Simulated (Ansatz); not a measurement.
**MoS2 under changes of volume**

One of the cells (18.982 Å³/atom); the others are scaled copies at fixed shape and fractional positions:

```
Mo S
1.0
     3.22746    0.00000    0.00000
    -1.61373    2.79507    0.00000
     0.00000    0.00000    6.31247
Mo S
1 2
Direct
  0.00000 0.00000 0.50000
  0.66667 0.33333 0.74468
  0.33333 0.66667 0.25532
```

Measurements of this composition are mostly on another form, of space group No. 194.

```yaml
Program: Ansatz 0.2.0
Functional: LDA
Potentials_or_basis: all-electron LAPW, scalar-relativistic
Cutoff: 238 eV (chosen from the basis error)
Basis_error_allowed: 0.002 eV/atom
k_mesh: 9 × 9 × 4
Occupations: fermi-dirac, width 0.05 eV
Spin: no spin polarisation
```

```csv
volume (Å³/atom),energy over the lowest point (meV/atom),pressure (GPa),largest force (eV/Å)
17.843,?,?,?
18.222,0.00,-0.4,0.521
18.602,4.60,-3.3,0.172
18.982,15.71,-5.9,0.151
19.361,32.64,-8.3,0.451
19.741,54.77,-10.3,0.728
20.120,81.51,-12.2,0.985
```

Q: What does the run at 17.843 Å³/atom give?

A: Energy over the lowest point 2.69 meV/atom; pressure 2.8 GPa; largest force 0.898 eV/Å.

Worked out: A Birch-Murnaghan fit of order 3 (a polynomial in V^(-2/3)) to the other rows has its minimum at 18.17 Å³/atom, just outside them, with B0 = V·E''(V) = 150 GPa and B' = 4.4 at fixed shape and positions, which overstates the stiffness. It gives 2.70 meV/atom at 17.843 Å³/atom, against the run's 2.69, and -dE/dV = 2.8 GPa, against 2.8.

Energies are extrapolated to zero smearing.
